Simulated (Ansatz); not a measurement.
Ag: enthalpy against pressure

Ag, P6_3/mmc, a = 2.904 Å, c = 4.748 Å. This isn't the element's structure at ambient conditions. Ansatz: r2SCAN, PAW, 500 eV, Γ-centred 18×18×10 mesh on 2 atoms, Gaussian smearing 0.10 eV; no spin polarisation. Cell and atoms are relaxed at each pressure, and no other structure is tried, so the rows at high pressure may lie past a change of phase. y is the enthalpy over the state at zero pressure; there V0 = 17.333 Å³/atom. The pressures are the targets, met within 0.04 GPa.

```tsv
P (GPa)	y (eV/atom)
-1.0	-0.1087
0.0	0.0000
1.0	0.1077
4.0	0.4250
12.0	1.2367
25.0	2.4775
50.0	?
90.0	7.9072
```

Problem. Fit y = c1 P + c2 P² + c3 P³ to the other rows, say what c1 and c2 mean, and predict the missing value.

Solution. Least squares on the rows shown. y = 0.10742 P − 0.00037779 P² + 1.7824×10⁻⁶ P³. Since dH/dP = V, c1 is V0: 0.10742 eV/GPa × 160.2 = 17.209 Å³ against 17.333; c2 = −V0/(2B0) gives B0 = 142 GPa, where a Birch–Murnaghan fit to the volumes of the same runs (not shown) gives 102 GPa: a cubic over this range folds the higher terms into c2. Above P = −c2/(3 c3) = 71 GPa the cubic's slope, the volume, would rise with pressure, so the form fails there. At P = 50.0 the fit asked for gives 4.6493 eV/atom. The run gave 4.6840 eV/atom, so the fit is 0.0347 eV/atom too low, 0.43 % of the span of the series, against an rms of 0.0008 eV/atom on the fitted rows. With a term in P⁴ added, a fit to the same known rows predicts 4.7189 eV/atom, which misses by about as much or more on the other side: the known rows don't fix the higher terms.